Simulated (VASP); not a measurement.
# Ni (Fm-3m) in VASP: notebook

Aim: see how the results for Ni move with the level of theory and the settings. Levels: PBEsol+D4, PBEsol+rVV10, RPBE+D3, RPBE+D3(BJ), RPBE+D4. Tasks: relaxation of cell and atoms.

Program: VASP 6.6.1. These are calculated values, not measurements. Logs are shortened: lines on timing, memory, paths and dates and some standing lists are left out, and cuts for length are marked.

### 1 The crystal as given

The structure is cubic, space group Fm-3m (No. 225). Conventional cell: a = 3.475 Å, b = 3.475 Å, c = 3.475 Å, α = 90.00°, β = 90.00°, γ = 90.00°. Around Ni (site symmetry m-3m) lie 12 Ni at 2.46 Å.

### 2 Relaxation of cell and atoms, PBEsol+D4, collinear spin, ferromagnetic start

INCAR

```
SYSTEM = Ni
PREC = Accurate
ENCUT = 600
EDIFF = 1E-7
ISMEAR = -1
SIGMA = 0.05
LREAL = .FALSE.
LASPH = .TRUE.
NELM = 150
ALGO = Normal
ISIF = 3
LWAVE = .FALSE.
LCHARG = .FALSE.
ISPIN = 2
MAGMOM = 1
LORBIT = 11
LMAXMIX = 4
GGA = PS
IVDW = 13
IBRION = 2
NSW = 60
EDIFFG = -0.01
```

KPOINTS

```
Automatic mesh
0
G
  13 13 13
  0 0 0
```

POSCAR

```
Ni
1.0
    0.0000000000      1.7375729330      1.7375729330
    1.7375729330      0.0000000000      1.7375729330
    1.7375729330      1.7375729330      0.0000000000
Ni
1
Direct
    0.0000000000      0.0000000000      0.0000000000
```

Potentials or basis: VASP PAW PBE potentials, release 64 (Ni).

On the command line:

```sh
> cat potpaw_PBE.64/Ni/POTCAR > POTCAR
> mpirun -np 1 vasp_std > vasp.out
```

OUTCAR:

```text
SYSTEM = Ni
   PREC = Accurate
   ENCUT = 600
   EDIFF = 1E-7
   ISMEAR = -1
   LREAL = .FALSE.
   LASPH = .TRUE.
   NELM = 150
   ISIF = 3
   ISPIN = 2
   LORBIT = 11
   GGA = PS
   IVDW = 13
   IBRION = 2
   NSW = 60
   EDIFFG = -0.01

 ion  position               nearest neighbor table
   1  0.000  0.000  0.000-

  LATTYP: Found a face centered cubic cell.
 ALAT       =     3.4751458660

  Lattice vectors:

 A1 = (   0.0000000000,   1.7375729330,   1.7375729330)
 A2 = (   1.7375729330,   0.0000000000,   1.7375729330)
 A3 = (   1.7375729330,   1.7375729330,   0.0000000000)

Analysis of symmetry for initial positions (statically):
=====================================================================
 Subroutine PRICEL returns:
 Original cell was already a primitive cell.

 Routine SETGRP: Setting up the symmetry group for a
 face centered cubic supercell.

 Subroutine GETGRP returns: Found 48 space group operations
 (whereof 48 operations were pure point group operations)
 out of a pool of 48 trial point group operations.

The static configuration has the point symmetry O_h .

Analysis of symmetry for dynamics (positions and initial velocities):
=====================================================================
 Subroutine PRICEL returns:
 Original cell was already a primitive cell.

 Routine SETGRP: Setting up the symmetry group for a
 face centered cubic supercell.

 Subroutine GETGRP returns: Found 48 space group operations
 (whereof 48 operations were pure point group operations)
 out of a pool of 48 trial point group operations.

The dynamic configuration has the point symmetry O_h .

Analysis of structural, dynamic, and magnetic symmetry:
=====================================================================
 Subroutine PRICEL returns:
 Original cell was already a primitive cell.

 Routine SETGRP: Setting up the symmetry group for a
 face centered cubic supercell.

 Subroutine GETGRP returns: Found 48 space group operations
 (whereof 48 operations were pure point group operations)
 out of a pool of 48 trial point group operations.

The overall configuration has the point symmetry O_h .

 Subroutine INISYM returns: Found 48 space group operations
 (whereof 48 operations are pure point group operations),
 and found     1 'primitive' translations

----------------------------------------------------------------------------------------

                                     Primitive cell

  volume of cell :      10.4920

  direct lattice vectors                    reciprocal lattice vectors
     0.000000000  1.737572933  1.737572933    -0.287757705  0.287757705  0.287757705
     1.737572933  0.000000000  1.737572933     0.287757705 -0.287757705  0.287757705
     1.737572933  1.737572933  0.000000000     0.287757705  0.287757705 -0.287757705

  length of vectors
     2.457299207  2.457299207  2.457299207     0.498410966  0.498410966  0.498410966

  position of ions in fractional coordinates (direct lattice)
     0.000000000  0.000000000  0.000000000

  ion indices of the primitive-cell ions
   primitive index   ion index
                 1           1

----------------------------------------------------------------------------------------

 KPOINTS: Automatic mesh

Automatic generation of k-mesh.
 Grid dimensions read from file:
 generate k-points for:   13   13   13

 Generating k-lattice:

  Cartesian coordinates                     Fractional coordinates (reciprocal lattice)
    -0.022135208  0.022135208  0.022135208     0.076923077  0.000000000  0.000000000
     0.022135208 -0.022135208  0.022135208     0.000000000  0.076923077  0.000000000
     0.022135208  0.022135208 -0.022135208     0.000000000  0.000000000  0.076923077

  Length of vectors
     0.038339305  0.038339305  0.038339305

  Shift w.r.t. Gamma in fractional coordinates (k-lattice)
     0.000000000  0.000000000  0.000000000

 Subroutine IBZKPT returns following result:
 ===========================================

 Found     84 irreducible k-points:

 Following reciprocal coordinates:
            Coordinates               Weight
  0.000000  0.000000  0.000000      1.000000
  0.076923  0.000000  0.000000      8.000000
  0.153846  0.000000  0.000000      8.000000
  0.230769  0.000000  0.000000      8.000000
  0.307692  0.000000  0.000000      8.000000
  0.384615  0.000000  0.000000      8.000000
[... 16 lines left out ...]
  0.384615  0.153846  0.000000     24.000000
  0.461538  0.153846  0.000000     24.000000
 [... further k-points ...]
   k-points           NKPTS =     84   k-points in BZ     NKDIM =     84   number of bands    NBANDS=     10
   number of dos      NEDOS =    301   number of ions     NIONS =      1
   total plane-waves  NPLWV =   8000
   dimension x,y,z NGX =    20 NGY =   20 NGZ =   20
   dimension x,y,z NGXF=    40 NGYF=   40 NGZF=   40
   ions per type =               1
   NGX,Y,Z   is equivalent  to a cutoff of  13.53, 13.53, 13.53 a.u.
   NGXF,Y,Z  is equivalent  to a cutoff of  27.06, 27.06, 27.06 a.u.
 SYSTEM =  Ni
   PREC   = accura    normal or accurate (medium, high low for compatibility)
   ISTART =      0    job   : 0-new  1-cont  2-samecut
   ICHARG =      2    charge: 1-file 2-atom 10-const
   ISPIN  =      2    spin polarized calculation?
   LNONCOLLINEAR =      F non collinear calculations
   LSORBIT =      F    spin-orbit coupling
   LASPH  =      T    aspherical Exc in radial PAW
   ENCUT  =  600.0 eV  44.10 Ry    6.64 a.u.   4.91  4.91  4.91*2*pi/ulx,y,z
   NELM   =    150;   NELMIN=  2; NELMDL= -5     # of ELM steps
   EDIFF  = 0.1E-06   stopping-criterion for ELM
   LREAL  =      F    real-space projection
   EDIFFG = -.1E-01   stopping-criterion for IOM
   NSW    =     60    number of steps for IOM
   IBRION =      2    ionic relax: 0-MD 1-quasi-New 2-CG
   NFREE  =      1    steps in history (QN), initial steepest desc. (CG)
   ISIF   =      3    stress and relaxation
   ISYM   =      2    0-nonsym 1-usesym 2-fastsym
   POTIM  = 0.5000    time-step for ionic-motion
   TEBEG  =    0.0;   TEEND  =   0.0 temperature during run
   PSTRESS=    0.0 pullay stress
   NELECT =      10.0000    total number of electrons
   NUPDOWN=      -1.0000    fix difference up-down
   EMIN   =  10.00;   EMAX   =-10.00  energy-range for DOS
   EFERMI =   0.00;   METHOD = LEGACY
   ISMEAR =    -1;   SIGMA  =   0.05  broadening in eV -4-tet -1-fermi 0-gaus
   EFERMI_NEDOS =   21; number of points for ismear=-14 and -15
   IALGO  =     38    algorithm
   IMIX   =      4    mixing-type and parameters
     AMIX     =   0.40;   BMIX     =  1.00
     AMIX_MAG =   1.60;   BMIX_MAG =  1.00
  volume/ion in A,a.u.               =      10.49        70.80
  Fermi-wavevector in a.u.,A,eV,Ry     =   1.611097  3.044533 35.315755  2.595635
  Thomas-Fermi vector in A             =   2.706542
   LORBIT       =     11    0 simple, 1 ext, 2 COOP (PROOUT), +10 PAW based schemes
   GGA     = PS    functional components
   LHFCALC =     F    Hartree Fock is set to
   AEXX    =    0.0000 exact exchange contribution
   IVDW    =    13    specifies the selected vdW correction
   LEPSILON=     F    determine dielectric tensor
   LRPA    =     F    only Hartree local field effects (RPA)
 conjugate gradient relaxation of ions
 spin polarized calculation
  energy-cutoff  :      600.00
  volume of cell :       10.49
 maximum number of plane-waves:       365
   NGX =  9   NGY =  9   NGZ =  9

--------------------------------------- Ionic step        1  -------------------------------------------

 number of electron      10.0000000 magnetization       1.0000000

 number of electron       9.9999999 magnetization       0.6243534

 Free energy of the ion-electron system (eV)
  ---------------------------------------------------
  ext. energy  EPLUGINS =         0.00000000
  ---------------------------------------------------
  free energy    TOTEN  =        -6.14394882 eV

  energy without entropy =       -6.13090147  energy(sigma->0) =       -6.13742515

 E-fermi :   9.7106     XC(G=0): -13.6520

 val. band max:        9.7083520139   @ k =   0.3846   0.3846   0.0000
 cond. band min:       9.7120772475   @ k =   0.3846   0.0769   0.0000
 fundamental gap:      0.0037252336
 Fermi energy:         9.7106181250

 spin component 1

 k-point     1 :       0.0000    0.0000    0.0000
  band No.  band energies     occupation
      1       0.3915      1.00000
      2       7.1906      1.00000
      3       7.1906      1.00000
      4       7.1906      1.00000
      5       8.4222      1.00000
      6       8.4222      1.00000
      7      33.7107      0.00000
      8      37.8372      0.00000
      9      37.8372      0.00000
     10      37.8372      0.00000

 k-point     2 :       0.0769    0.0000    0.0000
  band No.  band energies     occupation
      1       0.6288      1.00000
      2       7.1278      1.00000
      3       7.2441      1.00000
      4       7.2441      1.00000
      5       8.3997      1.00000
      6       8.3997      1.00000
      7      32.8785      0.00000
      8      35.5721      0.00000
      9      37.3393      0.00000
     10      37.3393      0.00000

 k-point     3 :       0.1538    0.0000    0.0000
  band No.  band energies     occupation
      1       1.3192      1.00000
      2       6.9751      1.00000
      3       7.3639      1.00000
      4       7.3639      1.00000
      5       8.3719      1.00000
      6       8.3719      1.00000
      7      29.4420      0.00000
      8      34.6191      0.00000
      9      36.5233      0.00000
     10      36.5233      0.00000
[... 645 lines left out ...]
 VOLUME and BASIS-vectors are now :
 -----------------------------------------------------------------------------
  energy-cutoff  :      600.00
  volume of cell :        9.88
      direct lattice vectors                 reciprocal lattice vectors
    -0.000000000  1.703265544  1.703265544    -0.293553757  0.293553757  0.293553757
     1.703265544  0.000000000  1.703265544     0.293553757 -0.293553757  0.293553757
     1.703265544  1.703265544 -0.000000000     0.293553757  0.293553757 -0.293553757

 POSITION                                       TOTAL-FORCE (eV/Angst)
 -----------------------------------------------------------------------------------
      0.00000      0.00000      0.00000        -0.000000      0.000000     -0.000000
 -----------------------------------------------------------------------------------
    total drift:                                0.000000     -0.000000      0.000000

  FREE ENERGIE OF THE ION-ELECTRON SYSTEM (eV)
  ---------------------------------------------------
  free  energy   TOTEN  =        -6.4122319382 eV

  energy  without entropy=       -6.4002713539  energy(sigma->0) =       -6.40625165

--------------------------------------- Ionic step        3  -------------------------------------------

 number of electron       9.9999992 magnetization       0.6226995

 Free energy of the ion-electron system (eV)
  ---------------------------------------------------
  ext. energy  EPLUGINS =         0.00000000
  ---------------------------------------------------
  free energy    TOTEN  =        -6.14287145 eV

  energy without entropy =       -6.13032862  energy(sigma->0) =       -6.13660003

 E-fermi :  10.1197     XC(G=0): -13.8186

 val. band max:       10.1189597134   @ k =   0.3846   0.3846   0.0000
 cond. band min:      10.1209269409   @ k =   0.3846   0.0769   0.0000
 fundamental gap:      0.0019672275
 Fermi energy:        10.1197211057

 spin component 1

 k-point     1 :       0.0000    0.0000    0.0000
  band No.  band energies     occupation
      1       0.6017      1.00000
      2       7.5257      1.00000
      3       7.5257      1.00000
      4       7.5257      1.00000
      5       8.8057      1.00000
      6       8.8057      1.00000
      7      34.3518      0.00000
      8      38.6971      0.00000
      9      38.6971      0.00000
     10      38.6971      0.00000

 k-point     2 :       0.0769    0.0000    0.0000
  band No.  band energies     occupation
      1       0.8440      1.00000
      2       7.4598      1.00000
      3       7.5815      1.00000
      4       7.5815      1.00000
      5       8.7821      1.00000
      6       8.7821      1.00000
      7      33.5710      0.00000
      8      36.3672      0.00000
      9      38.2147      0.00000
     10      38.2147      0.00000

 k-point     3 :       0.1538    0.0000    0.0000
  band No.  band energies     occupation
      1       1.5480      1.00000
      2       7.2998      1.00000
      3       7.7059      1.00000
      4       7.7059      1.00000
      5       8.7527      1.00000
      6       8.7527      1.00000
      7      30.1859      0.00000
      8      35.3211      0.00000
      9      37.4129      0.00000
     10      37.4129      0.00000
[... 606 lines left out ...]
 VOLUME and BASIS-vectors are now :
 -----------------------------------------------------------------------------
  energy-cutoff  :      600.00
  volume of cell :       10.21
      direct lattice vectors                 reciprocal lattice vectors
    -0.000000000  1.721699155  1.721699155    -0.290410783  0.290410783  0.290410783
     1.721699155  0.000000000  1.721699155     0.290410783 -0.290410783  0.290410783
     1.721699155  1.721699155 -0.000000000     0.290410783  0.290410783 -0.290410783

 POSITION                                       TOTAL-FORCE (eV/Angst)
 -----------------------------------------------------------------------------------
      0.00000      0.00000      0.00000         0.000000     -0.000000     -0.000000
 -----------------------------------------------------------------------------------
    total drift:                                0.000000      0.000000      0.000000

  FREE ENERGIE OF THE ION-ELECTRON SYSTEM (eV)
  ---------------------------------------------------
  free  energy   TOTEN  =        -6.4203777602 eV

  energy  without entropy=       -6.4078349248  energy(sigma->0) =       -6.41410634

 reached required accuracy - stopping structural energy minimisation

 total charge

# of ion       s       p       d       tot
------------------------------------------
    1        0.529   0.563   8.343   9.435

 magnetization (x)

# of ion       s       p       d       tot
------------------------------------------
    1       -0.005  -0.022   0.654   0.626
```

It took 31 s on 1 thread of Intel Xeon 6975P-C (Granite Rapids), shared host; peak memory 0.15 GiB.

What came out:

| Quantity | Value |
| --- | --- |
| Free energy | -6.4204 eV |
| Relaxed volume | 10.21 Å³/atom |
| Relaxed cell | a = 2.435 Å, b = 2.435 Å, c = 2.435 Å, α = 60.00°, β = 60.00°, γ = 60.00° |
| Space group after relaxing (to 0.05 Å) | Fm-3m (No. 225) |
| Energy gained by relaxing | 5.7 meV/atom |
| Ionic steps | 3 |
| Pressure after relaxing | 0.0 GPa |
| Band gap on the k mesh | none (metal or under the smearing width) |
| Net moment | 0.62 μB per cell |
| Site moments | Ni +0.63 μB |
| Valence electrons inside the program's atomic spheres | Ni 9.44 |
| Dispersion energy per atom | -0.278 eV |

The path:
```
step  energy change (eV)  largest force (eV/Å)  pressure (GPa)  volume (Å³)
   1              0.0000                0.0000           -6.25        10.49
   2              0.0024                0.0000            8.37         9.88
   3             -0.0057                0.0000           -0.03        10.21
```

Final structure:
```
Ni
1.0
     0.00000    1.72170    1.72170
     1.72170    0.00000    1.72170
     1.72170    1.72170    0.00000
Ni
1
Direct
  0.00000 0.00000 0.00000
```

Caveat: the PAW data sets were made with another functional, which shifts forces and pressure a little; pairwise dispersion overbinds metals, which lowers pressure and volume.

### 3 Relaxation of cell and atoms, PBEsol+rVV10, collinear spin, ferromagnetic start

INCAR

```
PREC = Accurate ; ENCUT = 600
EDIFF = 1E-6 ; ISMEAR = -1
SIGMA = 0.05 ; LREAL = False
LASPH = True ; NELM = 100
ALGO = Normal ; ISIF = 3
LWAVE = False ; LCHARG = False
ISPIN = 2 ; MAGMOM = 1
LORBIT = 11 ; LMAXMIX = 4
GGA = PS ; LUSE_VDW = True
IVDW_NL = 2 ; BPARAM = 20.0
CPARAM = 0.0093 ; IBRION = 2
NSW = 60 ; EDIFFG = -0.005
```

KPOINTS

```
Automatic mesh
0
Gamma
  13 13 13
```

POSCAR is that of step 2.

Potentials or basis: VASP PAW PBE potentials, release 64 (Ni).

On the command line:

```sh
> cat potpaw_PBE.64/Ni/POTCAR > POTCAR
> mpirun -np 1 vasp_std > vasp.out
```

It took 40 s on 1 thread of Intel Xeon 6975P-C (Granite Rapids), shared host; peak memory 0.19 GiB.

It converged, with:

```
Free energy                                           : -6.0346 eV
Relaxed volume                                        : 10.33 Å³/atom
Relaxed cell                                          : a = 2.445 Å, b = 2.445 Å, c = 2.445 Å, α = 60.00°, β = 60.00°, γ = 60.00°
Space group after relaxing (to 0.05 Å)                : Fm-3m (No. 225)
Energy gained by relaxing                             : 1.7 meV/atom
Ionic steps                                           : 3
Pressure after relaxing                               : 0.0 GPa
Band gap on the k mesh                                : none (metal or under the smearing width)
Net moment                                            : 0.62 μB per cell
Site moments                                          : Ni +0.63 μB
Valence electrons inside the program's atomic spheres : Ni 9.41
```

Step by step:
```
step  energy change (eV)  largest force (eV/Å)  pressure (GPa)  volume (Å³)
   1              0.0000                0.0000           -3.46        10.49
   2              0.0006                0.0000            4.29        10.15
   3             -0.0017                0.0000           -0.02        10.33
```

Final structure:
```
Ni
1.0
     0.00000    1.72876    1.72876
     1.72876    0.00000    1.72876
     1.72876    1.72876    0.00000
Ni
1
Cartesian
  0.0000 0.0000 0.0000
```

Levels at points of the mesh, in eV from the Fermi level:
Spin up:
```tsv
k point	band 1	band 2	band 3	band 4	band 5	band 6	band 7	band 8	band 9	band 10
(0.00, 0.00, 0.00)	-9.44	-2.56	-2.56	-2.56	-1.30	-1.30	24.12	28.37	28.37	28.37
```
Spin down:
```
           k point  band 1  band 2  band 3  band 4  band 5  band 6  band 7  band 8  band 9  band 10
(0.00, 0.00, 0.00)   -9.44   -1.84   -1.84   -1.84   -0.69   -0.69   24.03   28.37   28.37    28.37
```

Caveat: the PAW data sets were made with another functional, which shifts forces and pressure a little; pairwise dispersion overbinds metals, which lowers pressure and volume.

(Part 1 of 2 ends here.)
